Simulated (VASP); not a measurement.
The system is SiGe.

```
Ge Si
1.0
     3.90445    0.00000    0.00000
    -1.95223    3.38135    0.00000
     0.00000    0.00000    6.45078
Ge Si
2 2
Cartesian
  0.0000 2.2542 0.0025
  1.9522 1.1271 3.2279
  0.0000 2.2542 2.4165
  1.9522 1.1271 5.6419
```

The cell comes from a database or a generator and needn't be the stable form of this composition.

| Property | Result |
| --- | --- |
| Program | VASP 6.6.1 |
| Task | relaxation of cell and atoms |
| Functional | LDA |
| Potentials or basis | VASP PAW LDA potentials, release 64 (Ge_d, Si) |
| Cutoff | 600 eV |
| k mesh | 8 × 8 × 4 |
| Occupations | gaussian, width 0.02 eV |
| Spin | no spin polarisation |

At the start: pressure -2.0 GPa; volume 21.29 Å³/atom.

Q: Where does the relaxation end?

A: Over 5 steps the energy falls by 3.4 meV/atom and the volume is 20.77 Å³/atom (-2.4 %); space group P6_3mc (No. 186, to 0.05 Å).

Step by step:
| step | energy change (eV) | largest force (eV/Å) | pressure (GPa) | volume (Å³) |
| --- | --- | --- | --- | --- |
| 1 | 0.0000 | 0.0029 | -2.01 | 85.17 |
| 2 | -0.0095 | 0.0065 | 1.14 | 81.91 |
| 3 | -0.0137 | 0.0057 | 0.02 | 83.05 |
| 4 | -0.0137 | 0.0055 | -0.06 | 83.09 |
| 5 | -0.0137 | 0.0012 | -0.03 | 83.09 |

Final structure:
```cif
data_structure
_symmetry_space_group_name_H-M 'P 1'
_symmetry_Int_Tables_number 1
_cell_length_a 3.8731
_cell_length_b 3.8731
_cell_length_c 6.3956
_cell_angle_alpha 90.000
_cell_angle_beta 90.000
_cell_angle_gamma 120.000
_cell_volume 83.09
loop_
_atom_site_label
_atom_site_type_symbol
_atom_site_fract_x
_atom_site_fract_y
_atom_site_fract_z
_atom_site_occupancy
Ge1 Ge 0.33333 0.66667 0.00044 1
Ge2 Ge 0.66667 0.33333 0.50044 1
Si1 Si 0.33333 0.66667 0.37455 1
Si2 Si 0.66667 0.33333 0.87455 1
```
